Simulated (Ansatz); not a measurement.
A run of Ansatz 0.2.0 is set up as follows.

Contents of input.yaml:

```yaml
crystal:
  lattice:
    - [-1.58422, 1.58422, 1.58422]
    - [1.58422, -1.58422, 1.58422]
    - [1.58422, 1.58422, -1.58422]
  atoms:
    - { symbol: Pt, position: [0.0, 0.0, 0.0] }
hamiltonian:
  xc: lda
  pseudopotentials: { kind: paw }
kpoints:
  mp_grid: { grid: [12, 12, 12] }
scf:
  occupations: { method: fermi_dirac, width: 0.05 }
output:
  forces: true
  stress: true
  eigenvalues: true
relax:
  f_tol: 0.01
  max_steps: 40
  cell: { stress_tol: 0.05 }
```

Potentials or basis: Ansatz PAW.

Command:

```sh
$ ansatz run input.yaml --threads 2 --pin off --max-ram 5632MiB --backend cpu --events-out ev --progress --plain --runs-dir out
```

(1) Predict the band gap on the k mesh.

(2) What does it give for the relaxed cell?

Results:

(1) none (metal or under the smearing width).

(2) a = 2.685 Å, b = 2.685 Å, c = 2.685 Å, α = 109.47°, β = 109.47°, γ = 109.47°.
